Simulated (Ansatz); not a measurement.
Take LiI in the rock salt structure (space group Fm-3m, No. 225; a = 6.019 Å) as the base. Axes: x, y, z lie along the cube axes.

(Cell as relaxed with PBE.)

Levels (all Ansatz, a quantum-chemistry and plane-wave program, PAW): PBE (420 eV, scalar-relativistic without spin-orbit coupling); r2SCAN (500 eV, no spin-orbit coupling).

Each level relaxes its own structure.

```csv
base,PBE,r2SCAN
volume per atom,27.26 Å³,27.25 Å³
lattice parameter a,6.019 Å,6.018 Å
band gap,4.25 eV,5.00 eV
```

The change: biaxial strain +1.13 %, plane normal [001], relaxed out of plane (Cartesian); in-plane vectors clamped, the third vector and the atoms free.

```
quantity                 PBE  r2SCAN
-------------------  -------  ------
band gap             4.18 eV       ?
out-of-plane strain  -0.86 %       ?
```

Q: What does r2SCAN give?

A: 
- band gap, r2SCAN: 4.95 eV
- out-of-plane strain, r2SCAN: -0.81 %

PBE's band gap lies 0.77 eV below r2SCAN's; PBE's out-of-plane strain lies 0.05 % below r2SCAN's. Neither level is exact; r2SCAN is the comparison here, not a measurement.

Spin-orbit coupling, missing from the scalar runs, can matter with I. Whether these cells are dynamically stable was not tested.
